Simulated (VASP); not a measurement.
Sn, 4 atoms in the cell. Symmetry: P6_3/mmc, No. 194, hexagonal system. Conventional cell: a = 5.259 Å, b = 5.259 Å, c = 5.681 Å, α = 90.00°, β = 90.00°, γ = 120.00°. Around Sn (site symmetry -6m2) lie 5 Sn at 2.84 to 3.04 Å. Sn (site symmetry -6m2) has 3 Sn at 3.04 Å as nearest neighbours. The cell was built by a generator and needn't be a form met in nature.

```yaml
Program: VASP 6.6.1
Task: relaxation of cell and atoms
Functional: PBE
Potentials_or_basis: VASP PAW PBE potentials, release 64 (Sn_d)
Cutoff: 600 eV
k_mesh: 6 × 6 × 4
Occupations: gaussian, width 0.1 eV
Spin: no spin polarisation
Dipole_correction: no
Further_INCAR_settings: ALGO = Fast; EDIFF = 1e-07; IBRION = 2; EDIFFG = -0.04; NSW = 90; ISIF = 3
```

Potentials or basis: VASP PAW PBE potentials, release 64 (Sn_d).

Command:

```console
$ cat potpaw_PBE.64/Sn_d/POTCAR > POTCAR
$ mpirun -np 1 vasp_std > vasp.out
```

Hardware: 1 thread of Intel(R) Xeon(R) 6975P-C (Granite Rapids), with other jobs on the host.

Question: Estimate the wall time of this run.

Answer: Wall time 3.4 min on 1 thread of Intel(R) Xeon(R) 6975P-C (Granite Rapids), on a shared host, peak memory 0.32 GiB. Counts: scf iterations 58, k points 21, ion steps 5.
